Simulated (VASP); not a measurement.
Set up this calculation in VASP 6.6.1, as the native input.

| Quantity | Value |
| --- | --- |
| Task | relaxation of cell and atoms |
| Functional | LDA |
| Potentials or basis | VASP PAW LDA potentials, release 64 (Sr_sv, Cl) |
| Cutoff | 600 eV |
| k mesh | 8 × 8 × 8 |
| Occupations | gaussian, width 0.03 eV |
| Spin | no spin polarisation |
| Further INCAR settings | ALGO = Normal; EDIFF = 1e-07; IBRION = 2; EDIFFG = -0.005; NSW = 90; ISIF = 3 |

The structure of SrCl2 lies in POSCAR:

```
SrCl2                                   
1.0
   -0.0000000000      3.4059083025      3.4059083025
    3.4059083025      0.0000000000      3.4059083025
    3.4059083025      3.4059083025      0.0000000000
  Sr              Cl            
     1     2
Direct
     0.0000000000000000    0.0000000000000000    0.0000000000000000
     0.2500000000000000    0.2500000000000000    0.2500000000000000
     0.7500000000000000    0.7500000000000000    0.7500000000000000
```

These files were run (other wordings do the same):

INCAR

```
SYSTEM = SrCl2
PREC = Accurate
ENCUT = 600
EDIFF = 1E-7
ISMEAR = 0
SIGMA = 0.03
LREAL = .FALSE.
LASPH = .TRUE.
NELM = 80
ALGO = Normal
ISIF = 3
LWAVE = .FALSE.
LCHARG = .FALSE.
IBRION = 2
NSW = 90
EDIFFG = -0.005
```

KPOINTS

```
regular mesh
0
G
  8 8 8
  0 0 0
```

Potentials or basis: VASP PAW LDA potentials, release 64 (Sr_sv, Cl).

Launch:

```console
$ cat potpaw_LDA.64/Sr_sv/POTCAR potpaw_LDA.64/Cl/POTCAR > POTCAR
$ mpirun -np 1 vasp_std > vasp.out
```

Results of the run:

- Pressure after relaxing: 0.0 GPa
- Band gap on the k mesh: 5.10 eV, direct

Caveat: the relaxation stopped at its first step, so nothing moved.

Run time: 40 s on 1 thread of Intel(R) Xeon(R) 6975P-C (Granite Rapids), with other jobs on the host, peak memory 0.2 GiB.
